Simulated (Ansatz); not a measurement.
# C (Fd-3m) in Ansatz: further runs

Runs on C. Level: r2SCAN+D3(BJ). Tasks: single point, equation of state.

Program: Ansatz 0.2.0. These are calculated values, not measurements. Logs are shortened: lines on timing, memory, paths and dates and some standing lists are left out, and cuts for length are marked.

**The experiment to reproduce.**

“Equation of state of cubic boron nitride at high pressures and temperatures”, 2007, arxiv:cond-mat/0702656 quotes, for a bulk crystal of C: bulk modulus 442 ± 5 GPa.

The results are compared with them further down.

**1. Starting point**

Symmetry: Fd-3m, No. 227, cubic system. Conventional cell: a = 3.567 Å, b = 3.567 Å, c = 3.567 Å, α = 90.00°, β = 90.00°, γ = 90.00°. Around C (site symmetry -43m) lie 4 C at 1.54 Å.

This isn't the form of C at room conditions, which is graphite.

**2. Single point, r2SCAN+D3(BJ), 5.33 Å³/atom (volume scaled by 0.94)**

File input.yaml:

```yaml
crystal:
  lattice:
    - [0.0, 1.7469644787, 1.7469644787]
    - [1.7469644787, 0.0, 1.7469644787]
    - [1.7469644787, 1.7469644787, 0.0]
  atoms:
    - { symbol: C, position: [0.75, 0.75, 0.75] }
    - { symbol: C, position: [0.5, 0.5, 0.5] }
hamiltonian:
  xc: r2scan
  pseudopotentials: { kind: paw }
  dispersion: d3bj
kpoints:
  mp_grid: { grid: [13, 13, 13] }
scf:
  occupations: { method: fermi_dirac, width: 0.05 }
output:
  forces: true
  stress: true
  eigenvalues: true
```

Potentials or basis: Ansatz PAW.

Started as:

```
> ansatz run input.yaml --threads 2 --pin off --max-ram 5120MiB --backend cpu --events-out ev --progress --plain --runs-dir out
```

The program printed:

```text
Warning: the engine holds no damping parameters fitted to this dispersion correction and functional, so the run takes those fitted to r2scan beside the three-body term, which d3bj leaves out (hamiltonian.dispersion, under Limitations)
Warning: RAYON_NUM_THREADS=2 ignored (pool sized by the plan → 2); use --threads N
Engine: ansatz 0.2.0, aarch64-unknown-linux-gnu
Pseudopotentials: kind: paw
Pseudopotential: C, paw, valence charge 4, recommended cutoff 500 eV (meta_gga), C.paw.azcp
Functional definition: r2SCAN
  parameter k0 = 0.174
  parameter k1 = 0.065
  parameter a1 = 4.9479
  exchange = r2scan_x(k0 = k0, k1 = k1, a1 = a1)
  correlation = r2scan_c
Crystal: 2 atoms, lattice volume = 10.663 Å³
Basis set: ecut = 500 eV, 283 PW (Γ), exchange–correlation on 80×80×80 points (64 copies of the dense FFT grid, shifted against one another)
Bands: 8, of which v1, the nominal top of the filled ones, is band 4 counted from 1 (3 counted from 0)
Symmetry: 48 space group operations
Space group: Fd-3m (ITA 227), of the structure as read, at distance tolerance 2.2e-5 Å
k-points: 84 of 2197
Non-local potential: C, projectors of the file, l = 0: 2, l = 1: 2, l = 2: 1
PAW form: soft (Blöchl's): semilocal exchange-correlation on the pseudo side does not see the compensation charge
PAW frozen core: C, regenerated for the run's functional (the file was generated under x = pbe(κ = 0.804, μ = 0.2195149727645171), c = pbe(β = 0.06672455060314922))
PAW one-centre angular grid: C, 302 points (default); XC on 239 of its mesh's 2573 points in the sphere
Initial density: superposition of atomic densities (neutral atoms: chi_scale 0, normalization atom), corrected by the library's trained network
Initial wavefunctions: pseudopotential atomic-orbital guess
Functional: x = r2scan, c = r2scan; τ floored in thin density (d = 2e-4 eV/Å³)
SCF iter   1: F=—  HF=-503.189707 eV  |F-HF|=—  |Δ(HF+E_count)|=         —  Δρ=9.35e-3  dr2=2.80e-3  dr2_τ=4.55e-1  ethr=1.77e-3  ⟨swp⟩=5.1  Hψ=4531  notcnv=0
preconditioner: auto → none  [insulator: Δε(μ)=4.432 eV  Ē_g=21.737 eV  σ=0.050 eV  W_gap=1.00  n_scr=0 (ndim 8)  ℏωp=32.2 eV  f_vac=0.000  D(μ)=0.00/eV (n_scr^D=0)  ε∞_Penn≈3.2]
SCF iter   2: F=—  HF=-503.250970 eV  |F-HF|=—  |Δ(HF+E_count)|=   6.13e-2  Δρ=5.86e-3  dr2=1.03e-3  dr2_τ=6.88e-5  ethr=3.50e-5  ⟨swp⟩=2.0  Hψ=2016  notcnv=0
SCF iter   3: F=—  HF=-503.251013 eV  |F-HF|=—  |Δ(HF+E_count)|=   4.26e-5  Δρ=1.43e-3  dr2=6.57e-5  dr2_τ=1.33e-5  ethr=1.29e-5  ⟨swp⟩=2.0  Hψ=975  notcnv=0
SCF iter   4: F=—  HF=-503.251034 eV  |F-HF|=—  |Δ(HF+E_count)|=   2.09e-5  Δρ=2.17e-4  dr2=1.41e-6  dr2_τ=1.12e-7  ethr=8.21e-7  ⟨swp⟩=1.9  Hψ=926  notcnv=0
iter 5 did not close the SCF: its close was put off for the readings that it lacked (scf_convergence_deferred on its scf_iter line)
SCF iter   5: F=-503.251035 eV  HF=-503.251035 eV  |F-HF|=2.74e-8  |Δ(HF+E_count)|=   1.12e-6  Δρ=4.05e-5  dr2=5.20e-8  dr2_τ=6.18e-9  ethr=1.77e-8  ⟨swp⟩=2.0  Hψ=1006  notcnv=0
SCF iter   6: F=-503.251035 eV  HF=-503.251035 eV  |F-HF|=2.43e-11  |Δ(HF+E_count)|=   3.10e-8  Δρ=9.00e-7  dr2=1.96e-11  dr2_τ=5.66e-12  ethr=6.50e-10  ⟨swp⟩=2.5  Hψ=2672  notcnv=0
SCF 1 converged in 6 iterations: F = -503.251035 eV  dr2 = 1.96e-11
SCF converged after 6 iterations
Free energy (F): -503.251035 eV
Harris-Foulkes:  -503.251035 eV  (|F-HF|=2.43e-11)
Internal energy: -503.251035 eV  (E = F + TS)
E sigma→0 (E₀):  -503.251035 eV
Fermi energy:    16.667404 eV
--- Per-component energies (eV) ---
  E_band       = 36.224584
  E_kinetic    = 188.609095
  E_local      = -116.767730  (includes V_loc(G=0)·N_el)
  E_nonlocal   = 53.342295
  E_hartree    = 25.866874
  E_xc         = -97.023763
  E_vxc        = -134.139297  (∫ρ·V_xc dr)
  E_paw        = -201.823970  (= ΣΔE_a)
  E_vpaw       = -13.624364  (= ΣTr[D̂ρ^β])
  E_aug_tail   = 0.000009  (compensation charges beyond the density's cutoff)
  E_vtau       = 7.070849  (kinetic-family band-sum trace: ∫τ·v_τ [+ j·A + Jᵃ·Aᵃ] dr)
  E_ewald      = -355.212636
  E_disp       = -0.191662  (pairwise vdW)
  E_core_change = -0.049547  (= ΣΔE_core)
  E_smearing   = -0.000000  (= −TS)
  E_closure    = -0.000000  (closes the sum)
  Σ components = -503.251035   (vs F -503.251035, Δ=0.00e0)
--- Forces (eV/Å), atoms counted from 1 ---
  atom   1  C      0.00000000     0.00000000     0.00000000
  atom   2  C      0.00000000    -0.00000000     0.00000000
  max |Σ_I F_I| component: 1.67e-16 eV/Å
--- Stress (GPa, compression-positive) ---
       25.276721       0.000000       0.000000
        0.000000      25.276721      -0.000000
        0.000000       0.000000      25.276721
  P = ⅓ Tr σ = 25.2767 GPa (252.767 kbar)
--- Band table (eV; the first three rows and the last of 84) ---
  k-point 0: bands = ["-9.1107", "14.4346", "14.4346", "14.4346", "20.4904", "20.4904", "20.4904", "29.7131"]
  k-point 1: bands = ["-8.9323", "13.2387", "14.1176", "14.1176", "20.9061", "20.9061", "21.2283", "29.8473"]
  k-point 2: bands = ["-8.3990", "10.7216", "13.4079", "13.4079", "21.8401", "21.8401", "22.4393", "30.2306"]
  k-point 83: bands = ["0.3968", "1.9854", "4.8237", "5.8942", "25.5164", "25.6927", "27.9367", "29.3505"]
```

Run time: 0.64 s. Hardware: 2 threads of Arm Neoverse V2, shared host; peak memory 0.28 GiB.

Results:

| Quantity | Value |
| --- | --- |
| Free energy | -503.2510 eV |
| Pressure | 25.3 GPa |
| Band gap on the k mesh | 4.51 eV, indirect (least direct gap 6.06 eV) |

Caveat: odd divisions of the mesh miss points on the zone boundary, where band edges often lie, so the gap on the mesh can be too wide; the PAW data sets come from PBE, with cores solved anew for the run's functional, which leaves a small shift of forces and pressure; the dispersion damping was fitted for another functional or another form of the correction.

**3. Single point, r2SCAN+D3(BJ), 5.44 Å³/atom (volume scaled by 0.96)**

input.yaml, as its differences from that of step 2:

```diff
@@ -2,5 +2,5 @@
   lattice:
-    - [0.0, 1.7469644787, 1.7469644787]
-    - [1.7469644787, 0.0, 1.7469644787]
-    - [1.7469644787, 1.7469644787, 0.0]
+    - [0.0, 1.7592674508, 1.7592674508]
+    - [1.7592674508, 0.0, 1.7592674508]
+    - [1.7592674508, 1.7592674508, 0.0]
   atoms:
```

Potentials or basis: Ansatz PAW.

Started as:

```
> ansatz run input.yaml --threads 2 --pin off --max-ram 5120MiB --backend cpu --events-out ev --progress --plain --runs-dir out
```

It took 0.65 s on 2 threads of Arm Neoverse V2, shared host; peak memory 0.28 GiB.

The run converged. Its results:

```yaml
Free_energy: -503.2789 eV
Pressure: 14.2 GPa
Band_gap_on_the_k_mesh: 4.46 eV, indirect (least direct gap 6.00 eV)
```

Caveat: odd divisions of the mesh miss points on the zone boundary, where band edges often lie, so the gap on the mesh can be too wide; the PAW data sets come from PBE, with cores solved anew for the run's functional, which leaves a small shift of forces and pressure; the dispersion damping was fitted for another functional or another form of the correction.

**4. Single point, r2SCAN+D3(BJ), 5.56 Å³/atom (volume scaled by 0.98)**

input.yaml, as its differences from that of step 3:

```diff
@@ -2,5 +2,5 @@
   lattice:
-    - [0.0, 1.7592674508, 1.7592674508]
-    - [1.7592674508, 0.0, 1.7592674508]
-    - [1.7592674508, 1.7592674508, 0.0]
+    - [0.0, 1.7714007132, 1.7714007132]
+    - [1.7714007132, 0.0, 1.7714007132]
+    - [1.7714007132, 1.7714007132, 0.0]
   atoms:
@@ -20 +20,5 @@
   eigenvalues: true
+  write_density: true
+  write_potential: true
+  elf: true
+  volumetric_format: npy
```

Started as:

```
> ansatz run input.yaml --threads 2 --pin off --max-ram 5120MiB --backend cpu --events-out ev --progress --plain --runs-dir out
```

Wall time 0.79 s (2 threads of Arm Neoverse V2, shared host); peak memory 0.28 GiB.

It converged, with:

* Free energy: -503.2918 eV
* Pressure: 4.2 GPa
* Band gap on the k mesh: 4.41 eV, indirect (least direct gap 5.94 eV)

Caveat: odd divisions of the mesh miss points on the zone boundary, where band edges often lie, so the gap on the mesh can be too wide; the PAW data sets come from PBE, with cores solved anew for the run's functional, which leaves a small shift of forces and pressure; the dispersion damping was fitted for another functional or another form of the correction.

**5. Single point, r2SCAN+D3(BJ), 5.67 Å³/atom**

File input.yaml:

```yaml
crystal:
  lattice:
    - [0.0, 1.78337, 1.78337]
    - [1.78337, 0.0, 1.78337]
    - [1.78337, 1.78337, 0.0]
  atoms:
    - { symbol: C, position: [0.75, 0.75, 0.75] }
    - { symbol: C, position: [0.5, 0.5, 0.5] }
hamiltonian:
  xc: r2scan
  pseudopotentials: { kind: paw }
  dispersion: d3bj
kpoints:
  mp_grid: { grid: [13, 13, 13] }
scf:
  occupations: { method: fermi_dirac, width: 0.05 }
output:
  forces: true
  stress: true
  eigenvalues: true
```

Started as:

```
> ansatz run input.yaml --threads 2 --pin off --max-ram 5120MiB --backend cpu --events-out ev --progress --plain --runs-dir out
```

It took 0.65 s on 2 threads of Arm Neoverse V2, shared host; peak memory 0.28 GiB.

The run converged. Its results:

- Free energy: -503.2911 eV
- Pressure: -5.0 GPa
- Band gap on the k mesh: 4.36 eV, indirect (least direct gap 5.88 eV)

Caveat: odd divisions of the mesh miss points on the zone boundary, where band edges often lie, so the gap on the mesh can be too wide; the PAW data sets come from PBE, with cores solved anew for the run's functional, which leaves a small shift of forces and pressure; the dispersion damping was fitted for another functional or another form of the correction.

**6. Single point, r2SCAN+D3(BJ), 5.79 Å³/atom (volume scaled by 1.02)**

input.yaml, as its differences from that of step 5:

```diff
@@ -2,5 +2,5 @@
   lattice:
-    - [0.0, 1.78337, 1.78337]
-    - [1.78337, 0.0, 1.78337]
-    - [1.78337, 1.78337, 0.0]
+    - [0.0, 1.7951807415, 1.7951807415]
+    - [1.7951807415, 0.0, 1.7951807415]
+    - [1.7951807415, 1.7951807415, 0.0]
   atoms:
```

Potentials or basis: Ansatz PAW.

Started as:

```
> ansatz run input.yaml --threads 2 --pin off --max-ram 5120MiB --backend cpu --events-out ev --progress --plain --runs-dir out
```

Run time: 0.66 s. Hardware: 2 threads of Arm Neoverse V2, shared host; peak memory 0.28 GiB.

It converged, with:

| Item | Value |
| --- | --- |
| Free energy | -503.2780 eV |
| Pressure | -13.3 GPa |
| Band gap on the k mesh | 4.32 eV, indirect (least direct gap 5.82 eV) |

Caveat: odd divisions of the mesh miss points on the zone boundary, where band edges often lie, so the gap on the mesh can be too wide; the PAW data sets come from PBE, with cores solved anew for the run's functional, which leaves a small shift of forces and pressure; the dispersion damping was fitted for another functional or another form of the correction.

**7. Single point, r2SCAN+D3(BJ), 5.90 Å³/atom (volume scaled by 1.04)**

input.yaml, as its differences from that of step 6:

```diff
@@ -2,5 +2,5 @@
   lattice:
-    - [0.0, 1.7951807415, 1.7951807415]
-    - [1.7951807415, 0.0, 1.7951807415]
-    - [1.7951807415, 1.7951807415, 0.0]
+    - [0.0, 1.806838086, 1.806838086]
+    - [1.806838086, 0.0, 1.806838086]
+    - [1.806838086, 1.806838086, 0.0]
   atoms:
```

Started as:

```
> ansatz run input.yaml --threads 2 --pin off --max-ram 5120MiB --backend cpu --events-out ev --progress --plain --runs-dir out
```

It took 0.65 s on 2 threads of Arm Neoverse V2, shared host; peak memory 0.28 GiB.

The run converged. Its results:

```yaml
Free_energy: -503.2537 eV
Pressure: -20.9 GPa
Band_gap_on_the_k_mesh: 4.27 eV, indirect (least direct gap 5.77 eV)
```

Caveat: odd divisions of the mesh miss points on the zone boundary, where band edges often lie, so the gap on the mesh can be too wide; the PAW data sets come from PBE, with cores solved anew for the run's functional, which leaves a small shift of forces and pressure; the dispersion damping was fitted for another functional or another form of the correction.

**8. Single point, r2SCAN+D3(BJ), 6.01 Å³/atom (volume scaled by 1.06)**

input.yaml, as its differences from that of step 7:

```diff
@@ -2,5 +2,5 @@
   lattice:
-    - [0.0, 1.806838086, 1.806838086]
-    - [1.806838086, 0.0, 1.806838086]
-    - [1.806838086, 1.806838086, 0.0]
+    - [0.0, 1.8183469191, 1.8183469191]
+    - [1.8183469191, 0.0, 1.8183469191]
+    - [1.8183469191, 1.8183469191, 0.0]
   atoms:
```

Started as:

```
> ansatz run input.yaml --threads 2 --pin off --max-ram 5120MiB --backend cpu --events-out ev --progress --plain --runs-dir out
```

Wall time 0.66 s (2 threads of Arm Neoverse V2, shared host); peak memory 0.28 GiB.

The run converged. Its results:

- Free energy: -503.2191 eV
- Pressure: -27.8 GPa
- Band gap on the k mesh: 4.23 eV, indirect (least direct gap 5.72 eV)

Caveat: odd divisions of the mesh miss points on the zone boundary, where band edges often lie, so the gap on the mesh can be too wide; the PAW data sets come from PBE, with cores solved anew for the run's functional, which leaves a small shift of forces and pressure; the dispersion damping was fitted for another functional or another form of the correction.

**9. Equation of state, r2SCAN+D3(BJ)**

Potentials or basis: Ansatz PAW.

This step only gathers the single runs of the series.

What came out:

```yaml
Equilibrium_volume: 5.61 Å³/atom
Bulk_modulus: 455 GPa
Pressure_derivative_of_the_bulk_modulus: 3.7
```

Energy against volume, from the lowest point:
```csv
volume (Å³/atom),energy (meV/atom)
5.332,20.37
5.445,6.45
5.558,0.00
5.672,0.35
5.785,6.88
5.899,19.04
6.012,36.33
```

Caveat: the PAW data sets were made with another functional, which shifts forces and pressure a little.

**10. Comparison with measurements**

Step 9. Against the measured bulk modulus of C, 442 GPa (quoted in “Equation of state of cubic boron nitride at high pressures and temperatures”, 2007, arxiv:cond-mat/0702656), the calculated 455 GPa is off by +2.9 %. 3 values of this kind are on record (442 to 444.8 GPa); this one was drawn at random among those near their median, those with a stated uncertainty first. The fit is for a static lattice scaled at fixed shape and fixed fractional positions. The cell as given is a measured one (5.67 Å³/atom); r2SCAN+D3(BJ) puts the equilibrium volume -1.1 % from it, thermal expansion not counted.
